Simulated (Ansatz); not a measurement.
# BaTiO3 (P4mm): zone-centre modes under pressure, part 3 of 3

Aim: how do the optical modes of BaTiO3 (P4mm) move with volume?

Ansatz 0.2.0; DFT PBEsol, scalar-relativistic, plane waves, PAW; PAW set soft_1.

So far, mean high-frequency dielectric constant: step 4 (zone-centre response at rest) 6.20.

The database entry behind the starting cell differs from later determinations by our own check (c/a about 0.6 % short), so it need not match the best structure at ambient conditions.

## Step 6: Modes of this member: 1.06 times the volume at rest

The zone-centre modes follow for 1.06 times the volume at rest, with the response to a field.

File input.yaml:

```yaml
crystal:
  lattice:
    - [3.9699201706, 0.0, 0.0]
    - [0.0, 3.9699201706, 0.0]
    - [0.0, 0.0, 4.2572309854]
  atoms:
    - { symbol: O, position: [0.5, 0.5, 0.0465189928] }
    - { symbol: O, position: [0.5, 0.0, 0.5220671991] }
    - { symbol: O, position: [0.0, 0.5, 0.5220671991] }
    - { symbol: Ti, position: [0.5, 0.5, 0.4687366304] }
    - { symbol: Ba, position: [0.0, 0.0, -0.0163900212] }
kpoints:
  mp_grid: { grid: [8, 8, 8] }
hamiltonian:
  xc: pbesol
  pseudopotentials: { kind: paw, azcp: { folder: soft_1 }, xc_functional: pbe }
scf:
  occupations: { method: fixed }
output:
  eigenvalues: true
phonons:
  method: dfpt
  dielectric: true
  rigid_motions: translations
```

Started as:

```bash
ansatz run input.yaml --threads 4 --pin off --max-ram 16384MiB --backend cpu --events-out ev --progress --plain --runs-dir out
```

Numbers of over 12 decimals in the logs are rounded to 6 here.

Output:

```text
[...]
Crystal: 5 atoms, lattice volume = 67.095 Å³
Basis set: ecut = 420 eV, 1311 PW (Γ), exchange–correlation on 54×54×60 points (8 copies of the dense FFT grid, shifted against one another)
Bands: 25, of which v1, the nominal top of the filled ones, is band 20 counted from 1 (19 counted from 0)
Symmetry: 8 space group operations
k-points: 260 of 512 (irreducible under 1 space group operation, time reversal used)
[...]
SCF iter   1: F=—  HF=-10028.019129 eV  |F-HF|=—  |Δ(HF+E_count)|=         —  Δρ=5.68e-2  dr2=2.03e0  ethr=3.10e-3  ⟨swp⟩=4.9  Hψ=25546  notcnv=0  defer=504
[...]
SCF iter  12: F=-10027.567047 eV  HF=-10027.567047 eV  |F-HF|=9.09e-12  |Δ(HF+E_count)|=  1.15e-10  Δρ=1.59e-7  dr2=2.51e-11  ethr=1.00e-12  ⟨swp⟩=11.8  Hψ=40625  notcnv=0
SCF 1 converged in 12 iterations: F = -10027.567047 eV  dr2 = 2.51e-11
[...]
DFPT response loops at Γ: preconditioner auto → Resta (q_TF=auto, 2.503 Å⁻¹)  ε∞=5.7 (no band partly filled); β = 1.00, the filter's whole step (`scf.mixing.beta` (0.50) is not read by the response loops at its default; to damp them type it under 1.00, their step now; it binds the ground state too); Broyden in place of MSR1
[...]
Bands: 21, of which v1, the nominal top of the filled ones, is band 20 counted from 1 (19 counted from 0)
k-points: 40 of 512 (time reversal used)
[...]
Eigensolver: Dense (40 Hₖ)
SCF iter   1: F=—  HF=-10027.558220 eV  |F-HF|=—  |Δ(HF+E_count)|=         —  Δρ=3.18e-4  dr2=1.31e-5  ethr=1.00e-1
[...]
SCF iter   4: F=-10027.558224 eV  HF=-10027.558224 eV  |F-HF|=1.05e-8  |Δ(HF+E_count)|=   8.98e-8  Δρ=1.18e-5  dr2=6.04e-8  ethr=4.13e-9
SCF 1 converged in 4 iterations: F = -10027.558224 eV  dr2 = 6.04e-8
[...]
SCF converged after 12 iterations
Free energy (F): -10027.567047 eV
[...]
Internal energy: -10027.567047 eV  (E = F + TS)
E sigma→0 (E₀):  -10027.567047 eV
Fermi energy:    9.773554 eV
[...]
--- Band table (eV; the first three rows and the last of 260) ---
  k-point 0: bands = [... 16 lower, 8.3319, 8.6953, 9.1739, 9.1739, 11.5972, 12.3547, 12.3547, 13.8983, ... 1 higher]
  k-point 1: bands = [... 16 lower, 8.2337, 8.5128, 9.1588, 9.1588, 11.6104, 12.4883, 12.4883, 13.9167, ... 1 higher]
  k-point 2: bands = [... 16 lower, 8.0166, 8.1278, 9.1178, 9.1178, 11.6428, 12.8065, 12.8065, 13.9282, ... 1 higher]
  k-point 259: bands = [... 16 lower, 7.1328, 9.1926, 9.1926, 9.7736, 13.7515, 13.7515, 13.8923, 15.5880, ... 1 higher]
[...]
ASR residual: 1.480e-4 → 0.000e0 eV/Å²; symmetrization residual: 2.552e-5 eV/Å²
  ASR residual per site (eV/Å²): 1.48e-4 8.24e-5 8.24e-5 2.40e-5 3.22e-5
[...]
ε∞ (high-frequency dielectric tensor):
        6.110820     0.000000     0.000000
        0.000000     6.110820     0.000000
        0.000000     0.000000     5.080381
[...]
Born effective charges Z* (e; rows j = field, columns β = displacement):
    site 0:
        -1.88172   -0.00000   -0.00000
         0.00000   -1.88172    0.00000
        -0.00000   -0.00000   -3.88862
    site 1:
        -2.09210   -0.00000   -0.00000
        -0.00000   -5.45305   -0.00000
        -0.00000   -0.00000   -1.83737
    site 2:
        -5.45305   -0.00000   -0.00000
        -0.00000   -2.09210   -0.00000
        -0.00000   -0.00000   -1.83737
    site 3:
         6.72376    0.00000    0.00000
         0.00000    6.72376    0.00000
         0.00000    0.00000    4.61708
    site 4:
         2.70311    0.00000    0.00000
         0.00000    2.70311    0.00000
         0.00000    0.00000    2.94628
  Z* charge neutrality: 1.288e-3 e pre-enforcement
  solved inside a basis spanned on kpoints, on 8×8×8 k-points, its susceptibility summed on 10×10×10: ε∞ is read to err by 2.3e-2, Z* by 3.1e-2 e (field_mesh: kpoints solves on kpoints); Z* is corrected for what the basis lacks
  optical modes at Γ without the LO–TO term, one row a degenerate level:
      ω (cm⁻¹)  modes    IR ((D/Å)²/amu)
       -109.45      2           142.5952
        134.98      1             5.9226
        151.91      2             3.5307
        262.06      1             0.0000
        285.41      2             2.6824
        378.09      1            15.2274
        445.95      2             5.8198
        593.11      1            22.1243
  optical modes at Γ + LO–TO along q̂ = [1.0000, 0.0000, 0.0000]:
      ω (cm⁻¹)  modes    IR ((D/Å)²/amu)
       -109.45      1            71.2976
        134.98      1             5.9226
        148.76      1             0.0183
        151.91      1             1.7653
        262.06      1             0.0000
        281.44      1             0.1344
        285.41      1             1.3412
        378.09      1            15.2274
        428.95      1             2.4306
        445.95      1             2.9099
        593.11      1            22.1243
        638.97      1            74.7307
  optical modes at Γ + LO–TO along q̂ = [0.0000, 1.0000, 0.0000]:
      ω (cm⁻¹)  modes    IR ((D/Å)²/amu)
       -109.45      1            71.2976
        134.98      1             5.9226
[...]
428.95      1             2.4306
        445.95      1             2.9099
        593.11      1            22.1243
        638.97      1            74.7307
  optical modes at Γ + LO–TO along q̂ = [0.0000, 0.0000, 1.0000]:
      ω (cm⁻¹)  modes    IR ((D/Å)²/amu)
       -109.45      2           142.5952
        151.91      2             3.5307
        185.06      1             1.0396
        262.06      1             0.0000
        285.41      2             2.6824
        445.95      2             5.8198
        446.06      1             4.2701
        741.96      1            37.9646
```

Run time: 3 min. Hardware: 4 threads of Arm Neoverse V1, shared host; peak memory 2.2 GiB.

This step gave:

| Quantity | Value |
| --- | --- |
| sum-rule residual before enforcement | 1.48e-4 eV/Å² |
| miss of the charge sum rule | 0.001288 e |
| estimated error of the dielectric tensor | 0.02325 |
| estimated error of the Born charges | 0.03137 e |
| highest optical mode at the zone centre (no LO-TO term) | 593.1 cm⁻¹ |
| lowest optical zone-centre mode | -109.5 cm⁻¹ |
| mean high-frequency dielectric constant | 5.767 |
| largest Born charge (third of the trace) | 6.022 e |
| top of the zone-centre spectrum with the field | 742.0 cm⁻¹ |

Without the LO-TO term. Patterns of degenerate modes are one choice out of their space. Modes at Γ, with each element's share of the kinetic energy (negative means imaginary):

```tsv
mode	frequency (cm⁻¹)	symmetry	O %	Ti %	Ba %
1	-109.5	E	56	44	0
2	-109.5	E	56	44	0
3	0.0	acoustic	21	21	59
4	0.0	acoustic	21	21	59
5	0.0	acoustic	21	21	59
6	135.0	A1	39	21	40
7	151.9	E	27	32	41
8	151.9	E	27	32	41
9	262.1	B1	100	0	0
10	285.4	E	99	1	0
11	285.4	E	99	1	0
12	378.1	A1	54	46	1
13	445.9	E	97	3	0
14	445.9	E	97	3	0
15	593.1	A1	87	13	0
```

Transverse modes; imaginary modes are left out. Infrared lines, with heights relative to the strongest:

```tsv
position (cm⁻¹)	label	relative intensity
135	A1	27
152	E	16
262	B1	0.0
285	E	12
378	A1	69
446	E	26
593	A1	100
```

Without the LO-TO term the lowest optical mode is imaginary, 109.5i cm⁻¹, so the energy falls along it, and the highest lies at 593.1 cm⁻¹.

For the mean high-frequency dielectric constant, step 4 gave 6.20; this run, with volume ratio 1.06, gives 5.77 (-7 %).

## Step 7: Relaxation of a member: 0.9 times the volume at rest

The cell is set to 0.9 times the volume at rest, and shape and atoms relax at that volume.

input.yaml, the sections that differ from step 6:

```yaml
crystal:
  lattice:
    - [3.8477727849, 0.0, 0.0]
    - [0.0, 3.8477727849, 0.0]
    - [0.0, 0.0, 3.8477652588]
  atoms:
    - { symbol: O, position: [0.5, 0.5, 0.008585446] }
    - { symbol: O, position: [0.5, 0.0, 0.5085917679] }
    - { symbol: O, position: [0.0, 0.5, 0.5085917679] }
    - { symbol: Ti, position: [0.5, 0.5, 0.5086229126] }
    - { symbol: Ba, position: [0.0, 0.0, 0.0086081056] }
output:
  forces: true
  stress: true
  eigenvalues: true
relax:
  adjacent_minimum: "off"
  f_tol: 0.001
  max_steps: 60
  cell: { stress_tol: 0.01, fix: [volume] }
# kpoints, hamiltonian, scf: as in step 6
# phonons: removed
```

Output:

```text
[...]
Crystal: 5 atoms, lattice volume = 56.968 Å³
Basis set: ecut = 420 eV, 1141 PW (Γ), exchange–correlation on 54×54×54 points (8 copies of the dense FFT grid, shifted against one another)
Bands: 25, of which v1, the nominal top of the filled ones, is band 20 counted from 1 (19 counted from 0)
Symmetry: 8 space group operations
[...]
k-points: 75 of 512 (time reversal used)
[...]
cell:  # Å, volume = 56.9675 Å³
    - [3.8477727849, 0.0, 0.0]
    - [0.0, 3.8477727849, 0.0]
    - [0.0, 0.0, 3.8477652588]
  atoms:
    - { symbol: O, position: [0.5, 0.5, 0.008585446] }
    - { symbol: O, position: [0.5, 0.0, 0.5085917679] }
    - { symbol: O, position: [0.0, 0.5, 0.5085917679] }
    - { symbol: Ti, position: [0.5, 0.5, 0.5086229126] }
    - { symbol: Ba, position: [0.0, 0.0, 0.0086081056] }
[key lines of the parts left out:]
SCF converged after 10 iterations
Free energy (F): -10027.286656 eV
Fermi energy:    11.945488 eV
P = ⅓ Tr σ = 20.8952 GPa (208.952 kbar)
```

Elapsed: 8.4 s, on 4 threads; peak memory 0.47 GiB.

Little changed from the start: no atom moved by 0.005 Å and no cell edge by 0.1 %.

This step gave:

```
pressure          : 20.90 GPa
gap on the k-mesh : 1.946 eV
volume per atom   : 11.39 Å³
```

The largest force component left is 0.55 meV/Å, at a pressure of 20.90 GPa.

## Step 8: Modes of this member: 0.9 times the volume at rest

The zone-centre modes follow for 0.9 times the volume at rest, with the response to a field.

Edit input.yaml of step 7 so:

```diff
@@ -19,9 +19,6 @@
 output:
-  forces: true
-  stress: true
   eigenvalues: true
-relax:
-  adjacent_minimum: "off"
-  f_tol: 0.001
-  max_steps: 60
-  cell: { stress_tol: 0.01, fix: [volume] }
+phonons:
+  method: dfpt
+  dielectric: true
+  rigid_motions: translations
```

Output:

```text
[...]
Crystal: 5 atoms, lattice volume = 56.968 Å³
Basis set: ecut = 420 eV, 1141 PW (Γ), exchange–correlation on 54×54×54 points (8 copies of the dense FFT grid, shifted against one another)
Bands: 25, of which v1, the nominal top of the filled ones, is band 20 counted from 1 (19 counted from 0)
Symmetry: 8 space group operations
k-points: 260 of 512 (irreducible under 1 space group operation, time reversal used)
[...]
ω (cm⁻¹)  modes    IR ((D/Å)²/amu)
[...]
optical modes at Γ + LO–TO along q̂ = [0.0000, 1.0000, 0.0000]:
      ω (cm⁻¹)  modes    IR ((D/Å)²/amu)
[...]
optical modes at Γ + LO–TO along q̂ = [0.0000, 0.0000, 1.0000]:
      ω (cm⁻¹)  modes    IR ((D/Å)²/amu)
[...]
291.22      1             0.0000
        470.38      1             7.2093
        549.74      2            31.7017
        778.55      1            80.8531
[key lines of the parts left out:]
SCF converged after 11 iterations
Free energy (F): -10027.286656 eV
Fermi energy:    11.945486 eV
```

Wall time 2.5 min (4 threads); peak memory 1.8 GiB; 9.5 min of CPU time.

Numbers from this step:

```yaml
sum_rule_residual_before_enforcement: 2.74e-4 eV/Å²
miss_of_the_charge_sum_rule: 0.001584 e
estimated_error_of_the_dielectric_tensor: 0.01914
estimated_error_of_the_born_charges: 0.03123 e
highest_optical_mode_at_the_zone_centre_no_lo_to_term: 549.8 cm⁻¹
lowest_optical_zone_centre_mode: 160.5 cm⁻¹
mean_high_frequency_dielectric_constant: 6.625
largest_born_charge_third_of_the_trace: 7.282 e
mean_static_dielectric_constant: 109.9
top_of_the_zone_centre_spectrum_with_the_field: 778.5 cm⁻¹
```

Without the LO-TO term. Patterns of degenerate modes are one choice out of their space. Modes at Γ, with each element's share of the kinetic energy:

```tsv
mode	frequency (cm⁻¹)	symmetry	O %	Ti %	Ba %
1	0.0	acoustic	21	21	59
2	0.0	acoustic	21	21	59
3	0.0	acoustic	21	21	59
4	160.5	T1u	45	55	0
5	160.5	T1u	45	55	0
6	160.5	T1u	45	55	0
7	210.9	T1u	35	24	41
8	210.9	T1u	35	24	41
9	210.9	T1u	35	24	41
10	291.2	T2u	100	0	0
11	291.2	T2u	100	0	0
12	291.2	T2u	100	0	0
13	549.7	T1u	100	0	0
14	549.7	T1u	100	0	0
15	549.8	T1u	100	0	0
```

Displacements in mode 6 (160.5 cm⁻¹), the largest set to 1:
```
O1   0.00  0.00 -0.76
O2   0.00  0.00 -0.96
O3   0.00  0.00 -0.96
Ti4  0.00  0.00  1.00
Ba5  0.00  0.00 -0.04
```

Displacements in mode 12 (291.2 cm⁻¹), the largest set to 1:
```
O1   0.00  0.00  0.00
O2   0.00  0.00  1.00
O3   0.00  0.00 -1.00
Ti4  0.00  0.00  0.00
Ba5  0.00  0.00  0.00
```

Transverse modes. Lines of the infrared spectrum (strongest = 100):

```tsv
position (cm⁻¹)	lines merged	relative intensity
160	2	100
211	2	9.1
291	2	0.0
550	2	24
```

Without the LO-TO term the lowest optical mode is real, 160 cm⁻¹, and the highest lies at 549.8 cm⁻¹.

For the mean high-frequency dielectric constant, step 4 gave 6.20; this run, with volume ratio 0.9, gives 6.62 (+7 %).

## Step 9: All members side by side

The members are set side by side, also those not shown above.

Each row is one cell with its response, relaxed at fixed volume as far as symmetry leaves anything free; energies are extrapolated to zero smearing, and E0 is that at rest; the axis is the Cartesian z axis of the cell; imaginary frequencies occur in the series; shape and atoms are relaxed in each cell where symmetry leaves them free. State of the crystal along the series:

```tsv
volume ratio	V (Å³/atom)	pressure (GPa)	E - E0 (meV/atom)	first cell vector (Å)	third cell vector (Å)	gap on mesh (eV)	ε∞ along the axis	ε∞ across the axis, mean	largest Born charge in size, a third of the trace (e)	top mode with the field, highest of q along x, y and z (cm⁻¹)
0.9	11.39	20.89	70.39	3.848	3.848	1.946	6.625	6.625	7.282	778.5
0.92	11.65	15.24	41.93	3.876	3.876	1.938	6.641	6.641	7.292	749.9
0.94	11.9	10.19	21.92	3.904	3.904	1.921	6.661	6.661	7.304	722.3
0.96	12.15	6.147	9.11	3.925	3.945	1.895	6.346	6.611	7.072	712.2
0.98	12.41	2.787	2.142	3.942	3.992	1.872	6.02	6.533	6.826	709.2
0.99	12.53	1.324	0.51	3.949	4.018	1.862	5.871	6.488	6.71	709.6
1	12.66	-1.31e-4	0	3.956	4.045	1.853	5.729	6.442	6.599	711.5
1.02	12.91	-2.257	1.858	3.965	4.106	1.837	5.478	6.339	6.389	718.2
1.04	13.17	-4.026	6.878	3.97	4.176	1.828	5.262	6.229	6.198	728.8
1.06	13.42	-5.334	14.32	3.97	4.257	1.824	5.08	6.111	6.022	742
```

Without the LO-TO term; each mode is tracked from rest by its pattern, and modes that stay within 0.3 cm⁻¹ of each other stand once; imaginary frequencies occur in the series; shape and atoms are relaxed in each cell where symmetry leaves them free. Optical modes along the series:

```tsv
V (Å³/atom)	mode 1 E (cm⁻¹)	mode 6 A1 (cm⁻¹)	mode 7 E (cm⁻¹)	mode 9 B1 (cm⁻¹)	mode 10 E (cm⁻¹)	mode 12 A1 (cm⁻¹)	mode 13 E (cm⁻¹)	mode 15 A1 (cm⁻¹)
11.39	160.5	210.9	210.9	291.2	291.2	160.5	549.7	549.8
11.65	120.4	201.5	201.5	289	289	120.4	526.2	526.2
11.9	37.3	192.7	192.7	286.6	286.6	37.34	505.6	505.6
12.15	-69.41	176.5	184.8	288.1	287.1	191.4	490.7	503.3
12.41	-96.53	172.9	177.4	286.8	287.2	262.2	478.3	507.9
12.53	-105.5	168.2	173.8	285.2	287	289.4	472.8	512.6
12.66	-112	163.5	170.3	283.1	286.8	311.9	467.8	519.3
12.91	-118.9	153.8	163.6	277.5	286.2	344.9	458.9	538.4
13.17	-118.2	144.2	157.4	270.4	285.7	365.5	451.6	564
13.42	-109.5	135	151.9	262.1	285.4	378.1	445.9	593.1
```

From cubic fits (parabolas where under five rows exist) of ln ω and P against ln V through the rows within about 4 % of rest: γ = −d ln ω / d ln V and dω/dP = γ ω / B. Slopes at rest:

```tsv
mode	fitted frequency at rest (cm⁻¹)	Grüneisen parameter γ	dω/dP (cm⁻¹/GPa)
mode 6 A1	163.8	3.01	3.93
mode 7 E	170.3	2.03	2.76
mode 9 B1	283.1	0.83	1.88
mode 10 E	286.8	0.09	0.2
mode 12 A1	312.5	-6.47	-16.08
mode 13 E	467.8	1.03	3.84
mode 15 A1	519.4	-1.46	-6.05
```

## Step 10: What came out

```json
{"members": "10", "highest optical mode at the zone centre (no LO-TO term), at rest": "519.3 cm⁻¹", "bulk modulus at rest": "126 GPa", "mode 10 E, γ": "0.09", "mode 12 A1, γ": "-6.47", "mode 13 E, γ": "1.03", "mode 15 A1, γ": "-1.46"}
```

The series spans -5.3 to 20.9 GPa, and the slope at rest gives a bulk modulus of 126 GPa. Among the modes in the table of slopes γ runs from -6.47 (mode 12 A1) to 3.01 (mode 6 A1). A negative γ means that the mode softens under pressure. ε∞ along z is 5.73 at rest, with d ln ε∞ / d ln V = -2.37. The relaxed members do not all share one space group (P4mm and Pm-3m, within 0.01 Å). A mode is imaginary at volume ratio 0.96, 0.98, 0.99, 1, 1.02, 1.04 and 1.06, where this structure is not a minimum. The patterns mix along the series (least overlap between neighbouring members 0.50), so columns can swap where modes come close. One k mesh and one cutoff serve the ground states and modes of all volumes; the field response picks its own mesh. These are harmonic frequencies at zero temperature: anharmonic shifts, linewidths and thermal expansion are left out. Spin-orbit coupling is left out, which can matter for the heavy elements here. The PAW files were made for PBE; the program adapts parts of them to the functional of the run, but their partial waves stay those of PBE, an approximation that was not tested in this session. Only the zone centre was solved, so an instability at another wavevector cannot show here.

[Logs are printed without paths, hosts, clocks, repeated set-up lines and the standing remarks that a program may print on its own settings, such as how far it seeks lower states.]

[Hosts, paths, dates, database ids (printed as entryN), source tags and the programs' standing remarks are cut or masked in the printed files.]
